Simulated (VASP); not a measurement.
# Si (Fd-3m) in VASP: further runs

The runs below take Si through single point, with PBE, LDA.

Program: VASP 6.6.1. These are calculated values, not measurements. Logs are shortened: lines on timing, memory, paths and dates and some standing lists are left out, and cuts for length are marked.

## Step 1: The undisturbed crystal

The structure is cubic, space group Fd-3m (No. 227). The conventional cell has a = 5.444 Å, b = 5.444 Å, c = 5.444 Å, α = 90.00°, β = 90.00°, γ = 90.00°. Around Si (site symmetry -43m) lie 4 Si at 2.36 Å.

## Step 2: Single point, PBE (grid = ENCUT=500 dk=0.45 cell=2x2x2 ISMEAR=0 SIGMA=0.05 LREAL=Auto EDIFF=1e-06)

File INCAR:

```
SYSTEM = Si
ALGO = Fast
EDIFF = 1E-6
ENCUT = 500
GGA = PE
ISIF = 2
ISMEAR = 0
LASPH = .True.
LCHARG = .False.
LREAL = Auto
LWAVE = .False.
NBANDS = 40
NELM = 120
PREC = Accurate
SIGMA = 0.05
```

File KPOINTS:

```
k-points
0
Gamma
  3 3 3
  0 0 0
```

File POSCAR:

```
Si
1.0
    0.0000000000      5.4437023730      5.4437023730
    5.4437023730      0.0000000000      5.4437023730
    5.4437023730      5.4437023730      0.0000000000
Si
16
Direct
    0.2500000000      0.2500000000      0.2500000000
    0.2500000000      0.2500000000      0.7500000000
    0.2500000000      0.7500000000      0.2500000000
    0.2500000000      0.7500000000      0.7500000000
    0.7500000000      0.2500000000      0.2500000000
    0.7500000000      0.2500000000      0.7500000000
    0.7500000000      0.7500000000      0.2500000000
    0.7500000000      0.7500000000      0.7500000000
    0.3750000000      0.3750000000      0.3750000000
    0.3750000000      0.3750000000      0.8750000000
    0.3750000000      0.8750000000      0.3750000000
    0.3750000000      0.8750000000      0.8750000000
    0.8750000000      0.3750000000      0.3750000000
    0.8750000000      0.3750000000      0.8750000000
    0.8750000000      0.8750000000      0.3750000000
    0.8750000000      0.8750000000      0.8750000000
```

Potentials or basis: VASP PAW PBE potentials, release 64 (Si).

Launch:

```
$ cat potpaw_PBE.64/Si/POTCAR > POTCAR
$ mpirun -np 1 vasp_std > vasp.out
```

OUTCAR:

```text
SYSTEM = Si
   EDIFF = 1E-6
   ENCUT = 500
   GGA = PE
   ISIF = 2
   ISMEAR = 0
   LASPH = .True.
   LREAL = Auto
   NELM = 120
   PREC = Accurate

 Found      4 irreducible k-points:

 Following reciprocal coordinates:
            Coordinates               Weight
  0.000000  0.000000  0.000000      1.000000
  0.333333  0.000000  0.000000      8.000000
  0.333333  0.333333  0.000000      6.000000
 -0.333333  0.333333  0.000000     12.000000
   k-points           NKPTS =      4   k-points in BZ     NKDIM =      4   number of bands    NBANDS=     40
   number of dos      NEDOS =    301   number of ions     NIONS =     16
   total plane-waves  NPLWV = 175616
   dimension x,y,z NGX =    56 NGY =   56 NGZ =   56
   dimension x,y,z NGXF=   112 NGYF=  112 NGZF=  112
   ions per type =              16
   NGX,Y,Z   is equivalent  to a cutoff of  12.09, 12.09, 12.09 a.u.
   NGXF,Y,Z  is equivalent  to a cutoff of  24.19, 24.19, 24.19 a.u.
 SYSTEM =  Si
   PREC   = accura    normal or accurate (medium, high low for compatibility)
   ISTART =      0    job   : 0-new  1-cont  2-samecut
   ICHARG =      2    charge: 1-file 2-atom 10-const
   ISPIN  =      1    spin polarized calculation?
   LNONCOLLINEAR =      F non collinear calculations
   LSORBIT =      F    spin-orbit coupling
   LASPH  =      T    aspherical Exc in radial PAW
   ENCUT  =  500.0 eV  36.75 Ry    6.06 a.u.  14.04 14.04 14.04*2*pi/ulx,y,z
   NELM   =    120;   NELMIN=  2; NELMDL= -5     # of ELM steps
   EDIFF  = 0.1E-05   stopping-criterion for ELM
   LREAL  =      T    real-space projection
   EDIFFG = 0.1E-04   stopping-criterion for IOM
   NSW    =      0    number of steps for IOM
   IBRION =     -1    ionic relax: 0-MD 1-quasi-New 2-CG
   NFREE  =      0    steps in history (QN), initial steepest desc. (CG)
   ISIF   =      2    stress and relaxation
   ISYM   =      2    0-nonsym 1-usesym 2-fastsym
   POTIM  = 0.5000    time-step for ionic-motion
   TEBEG  =    0.0;   TEEND  =   0.0 temperature during run
   PSTRESS=    0.0 pullay stress
   NELECT =      64.0000    total number of electrons
   NUPDOWN=      -1.0000    fix difference up-down
   EMIN   =  10.00;   EMAX   =-10.00  energy-range for DOS
   EFERMI =   0.00;   METHOD = LEGACY
   ISMEAR =     0;   SIGMA  =   0.05  broadening in eV -4-tet -1-fermi 0-gaus
   EFERMI_NEDOS =   21; number of points for ismear=-14 and -15
   IALGO  =     68    algorithm
   IMIX   =      4    mixing-type and parameters
     AMIX     =   0.40;   BMIX     =  1.00
     AMIX_MAG =   1.60;   BMIX_MAG =  1.00
  volume/ion in A,a.u.               =      20.16       136.08
  Fermi-wavevector in a.u.,A,eV,Ry     =   0.954766  1.804247 12.402783  0.911579
  Thomas-Fermi vector in A             =   2.083543
   LORBIT       =      0    0 simple, 1 ext, 2 COOP (PROOUT), +10 PAW based schemes
   GGA     = PE    functional components
   LHFCALC =     F    Hartree Fock is set to
   AEXX    =    0.0000 exact exchange contribution
   IVDW    =     0    specifies the selected vdW correction
   LEPSILON=     F    determine dielectric tensor
   LRPA    =     F    only Hartree local field effects (RPA)
 non-spin polarized calculation
 RMM-DIIS sequential band-by-band and
 Gauss-broadening in eV      SIGMA  =   0.05
  energy-cutoff  :      500.00
  volume of cell :      322.64
 maximum number of plane-waves:      8216
   NGX = 29   NGY = 29   NGZ = 29

 number of electron      64.0000004 magnetization

 Free energy of the ion-electron system (eV)
  ---------------------------------------------------
  ext. energy  EPLUGINS =         0.00000000
  ---------------------------------------------------
  free energy    TOTEN  =       -86.59790287 eV

  energy without entropy =      -86.59790287  energy(sigma->0) =      -86.59790287

 E-fermi :   5.9859     XC(G=0):  -9.3760

 val. band max:        5.7618338952   @ k =   0.0000   0.0000   0.0000
 cond. band min:       6.4835269018   @ k =   0.0000   0.0000   0.0000
 fundamental gap:      0.7216930066
 Fermi energy:         5.9858538358

 k-point     1 :       0.0000    0.0000    0.0000
  band No.  band energies     occupation
      1      -6.1482      2.00000
      2      -3.8345      2.00000
      3      -3.8345      2.00000
      4      -3.8345      2.00000
      5      -3.8345      2.00000
      6      -2.0293      2.00000
      7      -2.0293      2.00000
      8      -2.0293      2.00000
      9      -2.0293      2.00000
     10      -2.0293      2.00000
     11      -2.0293      2.00000
     12      -1.1722      2.00000
     13      -1.1722      2.00000
     14      -1.1722      2.00000
     15      -1.1722      2.00000
     16       2.9300      2.00000
     17       2.9300      2.00000
     18       2.9300      2.00000
     19       2.9300      2.00000
     20       2.9300      2.00000
     21       2.9300      2.00000
     22       4.5706      2.00000
     23       4.5706      2.00000
     24       4.5706      2.00000
     25       4.5706      2.00000
     26       4.5706      2.00000
     27       4.5706      2.00000
     28       4.5706      2.00000
     29       4.5706      2.00000
     30       5.7618      2.00000
     31       5.7618      2.00000
     32       5.7618      2.00000
     33       6.4835      0.00000
     34       6.4835      0.00000
     35       6.4835      0.00000
     36       6.4835      0.00000
     37       6.4835      0.00000
     38       6.4835      0.00000
     39       7.2757      0.00000
     40       7.2757      0.00000

 k-point     2 :       0.3333    0.0000    0.0000
  band No.  band energies     occupation
      1      -5.7892      2.00000
      2      -4.7804      2.00000
      3      -3.6750      2.00000
      4      -3.6750      2.00000
      5      -3.6750      2.00000
      6      -3.0996      2.00000
      7      -3.0996      2.00000
      8      -3.0996      2.00000
      9      -0.8145      2.00000
     10      -0.8145      2.00000
     11      -0.8145      2.00000
     12      -0.7855      2.00000
     13      -0.7855      2.00000
     14      -0.7855      2.00000
     15       0.4508      2.00000
     16       2.1584      2.00000
     17       2.1584      2.00000
     18       2.1584      2.00000
     19       3.0010      2.00000
     20       3.0010      2.00000
     21       3.0010      2.00000
     22       3.2261      2.00000
     23       3.2261      2.00000
     24       3.2261      2.00000
     25       3.3879      2.00000
     26       3.9981      2.00000
     27       3.9981      2.00000
     28       3.9981      2.00000
     29       4.7679      2.00000
     30       4.7679      2.00000
     31       5.3148      2.00000
     32       5.3148      2.00000
     33       6.8340      0.00000
     34       6.8340      0.00000
     35       6.8340      0.00000
     36       7.5013      0.00000
     37       7.8014      0.00000
     38       7.8014      0.00000
     39       7.8014      0.00000
     40       8.0914      0.00000

 k-point     3 :       0.3333    0.3333    0.0000
  band No.  band energies     occupation
      1      -5.6670      2.00000
      2      -4.2555      2.00000
      3      -4.0565      2.00000
      4      -4.0565      2.00000
      5      -4.0565      2.00000
      6      -4.0565      2.00000
      7      -1.9117      2.00000
      8      -1.9117      2.00000
      9      -1.9117      2.00000
     10      -1.9117      2.00000
     11      -0.2202      2.00000
     12      -0.2202      2.00000
     13      -0.2202      2.00000
     14      -0.2202      2.00000
     15       0.7598      2.00000
     16       2.1462      2.00000
     17       2.1462      2.00000
     18       2.1462      2.00000
     19       2.1462      2.00000
     20       2.7338      2.00000
     21       2.7338      2.00000
     22       2.7338      2.00000
     23       2.7338      2.00000
     24       3.3619      2.00000
     25       3.3619      2.00000
     26       3.7199      2.00000
     27       4.4733      2.00000
     28       4.4733      2.00000
     29       4.4733      2.00000
     30       4.4733      2.00000
     31       4.5785      2.00000
     32       4.5785      2.00000
     33       6.4976      0.00000
     34       7.4682      0.00000
     35       7.7612      0.00000
     36       8.2040      0.00000
     37       8.2040      0.00000
     38       8.2045      0.00000
     39       8.2071      0.00000
     40       8.5096      0.00000

 k-point     4 :      -0.3333    0.3333    0.0000
  band No.  band energies     occupation
      1      -5.2046      2.00000
      2      -4.8568      2.00000
      3      -4.8568      2.00000
      4      -3.8734      2.00000
      5      -3.8734      2.00000
      6      -2.9066      2.00000
      7      -2.8969      2.00000
      8      -2.8969      2.00000
      9      -1.0582      2.00000
     10      -1.0582      2.00000
     11      -0.9875      2.00000
     12       0.1320      2.00000
     13       0.1320      2.00000
     14       1.3384      2.00000
     15       1.3384      2.00000
     16       1.3842      2.00000
     17       1.7816      2.00000
     18       1.7816      2.00000
     19       2.0530      2.00000
     20       2.2197      2.00000
     21       2.2197      2.00000
     22       3.0226      2.00000
     23       3.0226      2.00000
     24       3.3683      2.00000
     25       3.4849      2.00000
     26       3.4849      2.00000
     27       3.6652      2.00000
     28       3.7804      2.00000
     29       3.7804      2.00000
     30       4.0288      2.00000
     31       4.0288      2.00000
     32       5.2001      2.00000
     33       7.3339      0.00000
     34       7.7264      0.00000
     35       7.7264      0.00000
     36       8.6107      0.00000
     37       8.6107      0.00000
     38       8.7813      0.00000
     39       9.1222      0.00000
     40       9.1424      0.00000

------------------------ aborting loop because EDIFF is reached ----------------------------------------

  FORCE on cell =-STRESS in cart. coord.  units (eV):
  Direction    XX          YY          ZZ          XY          YZ          ZX
  --------------------------------------------------------------------------------------
  -------------------------------------------------------------------------------------
  Total        2.6798999      2.6798999      2.6798999      0.0000000     -0.0000000     -0.0000000
  in kB       13.3080998     13.3080998     13.3080998      0.0000000     -0.0000000     -0.0000000
  external PRESSURE =      13.3080998 kB  Pullay stress =       0.0000000 kB

 VOLUME and BASIS-vectors are now :
 -----------------------------------------------------------------------------
  energy-cutoff  :      500.00
  volume of cell :      322.64
      direct lattice vectors                 reciprocal lattice vectors
     0.000000000  5.443702373  5.443702373    -0.091849254  0.091849254  0.091849254
     5.443702373  0.000000000  5.443702373     0.091849254 -0.091849254  0.091849254
     5.443702373  5.443702373  0.000000000     0.091849254  0.091849254 -0.091849254

 POSITION                                       TOTAL-FORCE (eV/Angst)
 -----------------------------------------------------------------------------------
      2.72185      2.72185      2.72185        -0.000000     -0.000000     -0.000000
      5.44370      5.44370      2.72185        -0.000000     -0.000000     -0.000000
      5.44370      2.72185      5.44370        -0.000000     -0.000000     -0.000000
      8.16555      5.44370      5.44370        -0.000000     -0.000000     -0.000000
      2.72185      5.44370      5.44370        -0.000000     -0.000000     -0.000000
      5.44370      8.16555      5.44370        -0.000000     -0.000000     -0.000000
      5.44370      5.44370      8.16555        -0.000000     -0.000000     -0.000000
      8.16555      8.16555      8.16555        -0.000000     -0.000000     -0.000000
      4.08278      4.08278      4.08278         0.000000      0.000000      0.000000
      6.80463      6.80463      4.08278         0.000000      0.000000      0.000000
      6.80463      4.08278      6.80463         0.000000      0.000000      0.000000
      9.52648      6.80463      6.80463         0.000000      0.000000      0.000000
      4.08278      6.80463      6.80463         0.000000      0.000000      0.000000
      6.80463      9.52648      6.80463         0.000000      0.000000      0.000000
      6.80463      6.80463      9.52648         0.000000      0.000000      0.000000
      9.52648      9.52648      9.52648         0.000000      0.000000      0.000000
 -----------------------------------------------------------------------------------
    total drift:                               -0.000000     -0.000000      0.000000

  FREE ENERGIE OF THE ION-ELECTRON SYSTEM (eV)
  ---------------------------------------------------
  free  energy   TOTEN  =       -86.5979028694 eV

  energy  without entropy=      -86.5979028694  energy(sigma->0) =      -86.59790287
```

Wall time 80 s (1 thread of Intel Xeon Platinum 8488C (Sapphire Rapids), shared host); peak memory 0.38 GiB.

These settings aren't checked as converged: the numbers below hold their error.

Results:

```
Free energy            : -86.5979 eV
Pressure               : 1.3 GPa
Band gap on the k mesh : 0.72 eV
```

Caveat: an odd mesh through Γ misses points on the zone boundary, where band edges often lie.

## Step 3: Single point, PBE (grid = ENCUT=600 dk=0.45 cell=2x2x2 ISMEAR=0 SIGMA=0.05 LREAL=Auto EDIFF=1e-06)

INCAR, as its differences from that of step 2:

```diff
@@ -3,3 +3,3 @@
 EDIFF = 1E-6
-ENCUT = 500
+ENCUT = 600
 GGA = PE
```

KPOINTS is that of step 2.

POSCAR is that of step 2.

Potentials or basis: VASP PAW PBE potentials, release 64 (Si).

Launch:

```
$ cat potpaw_PBE.64/Si/POTCAR > POTCAR
$ mpirun -np 1 vasp_std > vasp.out
```

It took 89 s on 1 thread of Intel Xeon Platinum 8488C (Sapphire Rapids), shared host; peak memory 0.53 GiB.

The run converged, but some of its settings lie outside the range that counts as converged, so its numbers aren't taken as properties of the crystal.

Results:

| Property | Result |
| --- | --- |
| Free energy | -86.5970 eV |
| Pressure | 1.3 GPa |
| Band gap on the k mesh | 0.72 eV |

Caveat: an odd mesh through Γ misses points on the zone boundary, where band edges often lie.

(Continued in part 2 of 2.)
